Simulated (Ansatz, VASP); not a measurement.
**Na in VASP and in Ansatz**

```
CELL_PARAMETERS angstrom
3.72007 0.00000 0.00000
-1.86004 3.22168 0.00000
0.00000 0.00000 6.07473
ATOMIC_POSITIONS crystal
Na 0.33333 0.66667 0.25000
Na 0.66667 0.33333 0.75000
```

The cell was built by a generator and needn't be a form met in nature.

Alike in both runs: functional PBEsol; k mesh 10 × 10 × 5; occupations fermi-dirac, width 0.1 eV; no spin polarisation.

Ansatz relaxed the structure, and its values are those at the end. VASP's run is a single point on that final structure, the one shown.

```csv
,VASP,Ansatz
version,VASP 6.6.1,Ansatz 0.2.0
potentials or method,"VASP PAW PBE potentials, release 64 (Na_pv)","plane waves (420 eV) with PAW, scalar-relativistic"
plane-wave cutoff (eV),520,420
valence electrons in the cell,14,18
```

```tsv
	VASP	Ansatz	Ansatz less VASP
pressure (GPa)	0.0	0.0	-0.01
```

The two sets of potentials don't hold the same shells in valence. Ansatz warned: «pseudo_functional_mismatch».

Caveats: the PAW data sets were made with another functional, which shifts forces and pressure a little (VASP).
